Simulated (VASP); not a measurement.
# Hg (P6_3/mmc) in VASP: a series of runs

One crystal, Hg, is run at these levels: PBE; tasks: single point.

Program: VASP 6.6.1. These are calculated values, not measurements. Logs are shortened: lines on timing, memory, paths and dates and some standing lists are left out, and cuts for length are marked.

## (1) The structure

It takes space group P6_3/mmc (No. 194, hexagonal). The conventional cell has a = 3.462 Å, b = 3.462 Å, c = 5.488 Å, α = 90.00°, β = 90.00°, γ = 120.00°. Hg (site symmetry -6m2) has 12 Hg at 3.39 to 3.46 Å as nearest neighbours.

## (2) Single point, PBE

INCAR

```
SYSTEM = Hg
PREC     = Accurate       ! precision mode
ENCUT    = 520            ! plane-wave cutoff, eV
EDIFF    = 1E-7           ! SCF threshold, eV
ISMEAR   = 0              ! smearing method
SIGMA    = 0.1            ! smearing width, eV
LREAL    = .FALSE.        ! projectors in reciprocal space
LASPH    = .TRUE.         ! aspherical terms in the spheres
NELM     = 80             ! most SCF steps
ALGO     = Normal         ! electronic algorithm
ISIF     = 2              ! what is computed and relaxed
LWAVE    = .FALSE.        ! write WAVECAR
LCHARG   = .TRUE.         ! write CHGCAR
GGA      = PE             ! functional
LELF     = .TRUE.         ! ELF
LVHAR    = .TRUE.       
NBANDS   = 19             ! bands
```

KPOINTS

```
regular mesh
0
G
  6 6 4
  0 0 0
```

POSCAR

```
Hg
1.0
    3.4618096384      0.0000000000      0.0000000000
   -1.7309048192      2.9980150899      0.0000000000
    0.0000000000      0.0000000000      5.4875482800
Hg
2
Direct
    0.6666666700      0.3333333300      0.7500000000
    0.3333333300      0.6666666700      0.2500000000
```

Potentials or basis: VASP PAW PBE potentials, release 64 (Hg).

On the command line:

```console
cat potpaw_PBE.64/Hg/POTCAR > POTCAR
mpirun -np 1 vasp_std > vasp.out
```

OUTCAR:

```text
SYSTEM = Hg
   PREC = Accurate
   ENCUT = 520
   EDIFF = 1E-7
   ISMEAR = 0
   LREAL = .FALSE.
   LASPH = .TRUE.
   NELM = 80
   ISIF = 2
   GGA = PE

 ion  position               nearest neighbor table
   1  0.667  0.333  0.750-   2 3.39   2 3.39   2 3.39   2 3.39   2 3.39   2 3.39
   2  0.333  0.667  0.250-   1 3.39   1 3.39   1 3.39   1 3.39   1 3.39   1 3.39

  LATTYP: Found a hexagonal cell.
 ALAT       =     3.4618096384
 C/A-ratio  =     1.5851675433

  Lattice vectors:

 A1 = (   3.4618096384,   0.0000000000,   0.0000000000)
 A2 = (  -1.7309048192,   2.9980150899,   0.0000000000)
 A3 = (   0.0000000000,   0.0000000000,   5.4875482800)

Analysis of symmetry for initial positions (statically):
=====================================================================
 Subroutine PRICEL returns:
 Original cell was already a primitive cell.

 Routine SETGRP: Setting up the symmetry group for a
 hexagonal supercell.

 Subroutine GETGRP returns: Found 24 space group operations
 (whereof 12 operations were pure point group operations)
 out of a pool of 24 trial point group operations.

The static configuration has the point symmetry D_3d.
 The point group associated with its full space group is D_6h.

Analysis of symmetry for dynamics (positions and initial velocities):
=====================================================================
 Subroutine PRICEL returns:
 Original cell was already a primitive cell.

 Routine SETGRP: Setting up the symmetry group for a
 hexagonal supercell.

 Subroutine GETGRP returns: Found 24 space group operations
 (whereof 12 operations were pure point group operations)
 out of a pool of 24 trial point group operations.

The dynamic configuration has the point symmetry D_3d.
 The point group associated with its full space group is D_6h.

 Subroutine INISYM returns: Found 24 space group operations
 (whereof 12 operations are pure point group operations),
 and found     1 'primitive' translations

----------------------------------------------------------------------------------------

                                     Primitive cell

  volume of cell :      56.9528

  direct lattice vectors                    reciprocal lattice vectors
     3.461809638  0.000000000  0.000000000     0.288866259  0.166777012  0.000000000
    -1.730904819  2.998015090  0.000000000     0.000000000  0.333554025  0.000000000
     0.000000000  0.000000000  5.487548280     0.000000000  0.000000000  0.182230743

  length of vectors
     3.461809638  3.461809638  5.487548280     0.333554025  0.333554025  0.182230743

  position of ions in fractional coordinates (direct lattice)
     0.666666670  0.333333330  0.750000000
     0.333333330  0.666666670  0.250000000

  ion indices of the primitive-cell ions
   primitive index   ion index
                 1           1
                 2           2

----------------------------------------------------------------------------------------

 KPOINTS: regular mesh

Automatic generation of k-mesh.
 Grid dimensions read from file:
 generate k-points for:    6    6    4

 Generating k-lattice:

  Cartesian coordinates                     Fractional coordinates (reciprocal lattice)
     0.048144377  0.027796169  0.000000000     0.166666667  0.000000000  0.000000000
     0.000000000  0.055592337  0.000000000     0.000000000  0.166666667  0.000000000
     0.000000000  0.000000000  0.045557686     0.000000000  0.000000000  0.250000000

  Length of vectors
     0.055592337  0.055592337  0.045557686

  Shift w.r.t. Gamma in fractional coordinates (k-lattice)
     0.000000000  0.000000000  0.000000000

 Subroutine IBZKPT returns following result:
 ===========================================

 Found     21 irreducible k-points:

 Following reciprocal coordinates:
            Coordinates               Weight
  0.000000  0.000000  0.000000      1.000000
  0.166667 -0.000000  0.000000      6.000000
  0.333333  0.000000  0.000000      6.000000
  0.500000  0.000000  0.000000      3.000000
  0.166667  0.166667  0.000000      6.000000
  0.333333  0.166667  0.000000     12.000000
[... 13 lines left out ...]
  0.333333  0.166667  0.500000     12.000000
  0.333333  0.333333  0.500000      2.000000
   k-points           NKPTS =     21   k-points in BZ     NKDIM =     21   number of bands    NBANDS=     19
   number of dos      NEDOS =    301   number of ions     NIONS =      2
   total plane-waves  NPLWV =  32928
   dimension x,y,z NGX =    28 NGY =   28 NGZ =   42
   dimension x,y,z NGXF=    56 NGYF=   56 NGZF=   84
   ions per type =               2
   NGX,Y,Z   is equivalent  to a cutoff of  13.45, 13.45, 12.72 a.u.
   NGXF,Y,Z  is equivalent  to a cutoff of  26.89, 26.89, 25.45 a.u.
 SYSTEM =  Hg
   PREC   = accura    normal or accurate (medium, high low for compatibility)
   ISTART =      0    job   : 0-new  1-cont  2-samecut
   ICHARG =      2    charge: 1-file 2-atom 10-const
   ISPIN  =      1    spin polarized calculation?
   LNONCOLLINEAR =      F non collinear calculations
   LSORBIT =      F    spin-orbit coupling
   LASPH  =      T    aspherical Exc in radial PAW
   ENCUT  =  520.0 eV  38.22 Ry    6.18 a.u.   6.44  6.44 10.20*2*pi/ulx,y,z
   NELM   =     80;   NELMIN=  2; NELMDL= -5     # of ELM steps
   EDIFF  = 0.1E-06   stopping-criterion for ELM
   LREAL  =      F    real-space projection
   EDIFFG = 0.1E-05   stopping-criterion for IOM
   NSW    =      0    number of steps for IOM
   IBRION =     -1    ionic relax: 0-MD 1-quasi-New 2-CG
   NFREE  =      0    steps in history (QN), initial steepest desc. (CG)
   ISIF   =      2    stress and relaxation
   ISYM   =      2    0-nonsym 1-usesym 2-fastsym
   POTIM  = 0.5000    time-step for ionic-motion
   TEBEG  =    0.0;   TEEND  =   0.0 temperature during run
   PSTRESS=    0.0 pullay stress
   NELECT =      24.0000    total number of electrons
   NUPDOWN=      -1.0000    fix difference up-down
   EMIN   =  10.00;   EMAX   =-10.00  energy-range for DOS
   EFERMI =   0.00;   METHOD = LEGACY
   ISMEAR =     0;   SIGMA  =   0.10  broadening in eV -4-tet -1-fermi 0-gaus
   EFERMI_NEDOS =   21; number of points for ismear=-14 and -15
   IALGO  =     38    algorithm
   IMIX   =      4    mixing-type and parameters
     AMIX     =   0.40;   BMIX     =  1.00
     AMIX_MAG =   1.60;   BMIX_MAG =  1.00
  volume/ion in A,a.u.               =      28.48       192.17
  Fermi-wavevector in a.u.,A,eV,Ry     =   1.227364  2.319382 20.496128  1.506423
  Thomas-Fermi vector in A             =   2.362330
   LORBIT       =      0    0 simple, 1 ext, 2 COOP (PROOUT), +10 PAW based schemes
   GGA     = PE    functional components
   LHFCALC =     F    Hartree Fock is set to
   AEXX    =    0.0000 exact exchange contribution
   IVDW    =     0    specifies the selected vdW correction
   LEPSILON=     F    determine dielectric tensor
   LRPA    =     F    only Hartree local field effects (RPA)
 non-spin polarized calculation
 Gauss-broadening in eV      SIGMA  =   0.10
  energy-cutoff  :      520.00
  volume of cell :       56.95
 maximum number of plane-waves:      1554
 NGX is ok and might be reduce to    28
   NGX = 13   NGY = 13   NGZ = 21

 number of electron      24.0000000 magnetization

 Free energy of the ion-electron system (eV)
  ---------------------------------------------------
  ext. energy  EPLUGINS =         0.00000000
  ---------------------------------------------------
  free energy    TOTEN  =        -0.33856238 eV

  energy without entropy =       -0.33691658  energy(sigma->0) =       -0.33773948

 E-fermi :   0.8451     XC(G=0):  -9.8310

 val. band max:        0.7717803702   @ k =   0.3333   0.0000   0.0000
 cond. band min:       1.3659128413   @ k =   0.5000   0.0000   0.5000
 fundamental gap:      0.5941324710
 Fermi energy:         0.8451433703

 k-point     1 :       0.0000    0.0000    0.0000
  band No.  band energies     occupation
      1      -6.2282      2.00000
      2      -5.6487      2.00000
      3      -5.0046      2.00000
      4      -5.0023      2.00000
      5      -5.0023      2.00000
      6      -4.9051      2.00000
[... 11 lines left out ...]
     18      14.2135      0.00000
     19      14.7681      0.00000

 k-point     2 :       0.1667   -0.0000    0.0000
  band No.  band energies     occupation
      1      -5.7634      2.00000
      2      -5.4835      2.00000
      3      -5.1007      2.00000
      4      -4.9493      2.00000
      5      -4.9311      2.00000
      6      -4.9042      2.00000
[... 11 lines left out ...]
     18      13.9489      0.00000
     19      14.7212      0.00000

 k-point     3 :       0.3333    0.0000    0.0000
  band No.  band energies     occupation
      1      -5.5356      2.00000
      2      -5.4169      2.00000
      3      -5.2695      2.00000
      4      -5.0402      2.00000
      5      -4.8584      2.00000
      6      -4.7278      2.00000
[... 11 lines left out ...]
     18      12.4912      0.00000
     19      13.1495      0.00000

 k-point     4 :       0.5000    0.0000    0.0000
  band No.  band energies     occupation
      1      -5.6277      2.00000
      2      -5.4547      2.00000
      3      -5.4306      2.00000
      4      -5.1007      2.00000
      5      -4.7943      2.00000
      6      -4.7584      2.00000
[... 11 lines left out ...]
     18      12.2537      0.00000
     19      12.3743      0.00000

 k-point     5 :       0.1667    0.1667    0.0000
  band No.  band energies     occupation
      1      -5.3524      2.00000
      2      -5.3201      2.00000
      3      -5.1717      2.00000
      4      -5.0300      2.00000
      5      -5.0225      2.00000
      6      -4.8946      2.00000
[... 11 lines left out ...]
     18      11.7964      0.00000
     19      12.9935      0.00000
[... 268 lines left out ...]
      2      -5.5737      2.00000
      3      -5.3383      2.00000
      4      -5.3383      2.00000
      5      -4.7019      2.00000
      6      -4.7019      2.00000
[... 11 lines left out ...]
     18      10.3439      0.00000
     19      12.5789      0.00000

 k-point    19 :       0.1667    0.1667    0.5000
  band No.  band energies     occupation
      1      -5.3355      2.00000
      2      -5.3355      2.00000
      3      -5.0375      2.00000
      4      -5.0375      2.00000
      5      -4.9463      2.00000
      6      -4.9463      2.00000
[... 11 lines left out ...]
     18       9.7484      0.00000
     19      15.5479      0.00000

 k-point    20 :       0.3333    0.1667    0.5000
  band No.  band energies     occupation
      1      -5.4471      2.00000
      2      -5.4471      2.00000
      3      -5.1836      2.00000
      4      -5.1836      2.00000
      5      -4.7908      2.00000
      6      -4.7908      2.00000
[... 11 lines left out ...]
     18      10.8704      0.00000
     19      15.0845      0.00000

 k-point    21 :       0.3333    0.3333    0.5000
  band No.  band energies     occupation
      1      -5.3741      2.00000
      2      -5.3741      2.00000
      3      -5.0292      2.00000
      4      -5.0292      2.00000
      5      -4.8221      2.00000
      6      -4.8221      2.00000
[... 11 lines left out ...]
     18      11.8574      0.00000
     19      14.7732      0.00000

------------------------ aborting loop because EDIFF is reached ----------------------------------------

  FORCE on cell =-STRESS in cart. coord.  units (eV):
  Direction    XX          YY          ZZ          XY          YZ          ZX
  --------------------------------------------------------------------------------------
  -------------------------------------------------------------------------------------
  Total        0.4152024      0.4152024      0.5145844      0.0000000     -0.0000000      0.0000000
  in kB       11.6803295     11.6803295     14.4761099      0.0000000     -0.0000000      0.0000000
  external PRESSURE =      12.6122563 kB  Pullay stress =       0.0000000 kB

 VOLUME and BASIS-vectors are now :
 -----------------------------------------------------------------------------
  energy-cutoff  :      520.00
  volume of cell :       56.95
      direct lattice vectors                 reciprocal lattice vectors
     3.461809638  0.000000000  0.000000000     0.288866259  0.166777012  0.000000000
    -1.730904819  2.998015090  0.000000000     0.000000000  0.333554025  0.000000000
     0.000000000  0.000000000  5.487548280     0.000000000  0.000000000  0.182230743

 POSITION                                       TOTAL-FORCE (eV/Angst)
 -----------------------------------------------------------------------------------
      1.73090      0.99934      4.11566         0.000000      0.000000      0.000000
     -0.00000      1.99868      1.37189        -0.000000     -0.000000      0.000000
 -----------------------------------------------------------------------------------
    total drift:                               -0.000003      0.000001     -0.000000

  FREE ENERGIE OF THE ION-ELECTRON SYSTEM (eV)
  ---------------------------------------------------
  free  energy   TOTEN  =        -0.3385623769 eV

  energy  without entropy=       -0.3369165838  energy(sigma->0) =       -0.33773948
```

It took 11 s on 1 thread of Intel Xeon 6975P-C (Granite Rapids), shared host; peak memory 0.17 GiB.

Results:

| Item | Value |
| --- | --- |
| Free energy | -0.3386 eV |
| Pressure | 1.3 GPa |
| Band gap on the k mesh | none (metal or under the smearing width) |

The run has no spin-orbit coupling, so splittings on Hg are missing.

## (3) Single point, PBE

INCAR

```
SYSTEM = Hg
PREC = Accurate ; ENCUT = 520
EDIFF = 1E-7 ; ISMEAR = 0
SIGMA = 0.014 ; LREAL = .False.
LASPH = .True. ; NELM = 100
ALGO = Fast ; ISIF = 2
LWAVE = .False. ; LCHARG = .False.
GGA = PE ; NBANDS = 19
```

KPOINTS

```
regular mesh
0
Gamma
  3 3 2
  0 0 0
```

POSCAR

```
Hg
1.0
    3.4618096384      0.0000000000      0.0000000000
   -1.7309048192      2.9980150899      0.0000000000
    0.0000000000      0.0000000000      5.4875482800
Hg
2
Direct
    0.6666666667      0.3333333333      0.7500000000
    0.3333333333      0.6666666667      0.2500000000
```

Potentials or basis: VASP PAW PBE potentials, release 64 (Hg).

On the command line:

```console
cat potpaw_PBE.64/Hg/POTCAR > POTCAR
mpirun -np 1 vasp_std > vasp.out
```

It took 5.9 s on 1 thread of Intel Xeon 6975P-C (Granite Rapids), shared host; peak memory 0.17 GiB.

The run converged. Its results:

| Property | Result |
| --- | --- |
| Free energy | -0.2262 eV |
| Pressure | 1.4 GPa |
| Band gap on the k mesh | none (metal or under the smearing width) |

Stress tensor (GPa, compression positive):
```
-0.72  0.00  0.00
 0.00 -0.72  0.00
 0.00  0.00  5.76
```

Levels at points of the mesh, in eV from the Fermi level:
| k point | band 10 | band 11 | band 12 | band 13 | band 14 | band 15 |
| --- | --- | --- | --- | --- | --- | --- |
| (0.00, 0.00, 0.00) | -5.10 | -5.10 | -1.03 | -0.07 | 11.28 | 11.28 |
| (0.00, 0.00, 0.50) | -5.26 | -5.19 | -5.19 | 6.87 | 6.87 | 12.29 |

Caveat: the k mesh is coarse (spacing up to 0.70 Å⁻¹), so the values aren't converged.
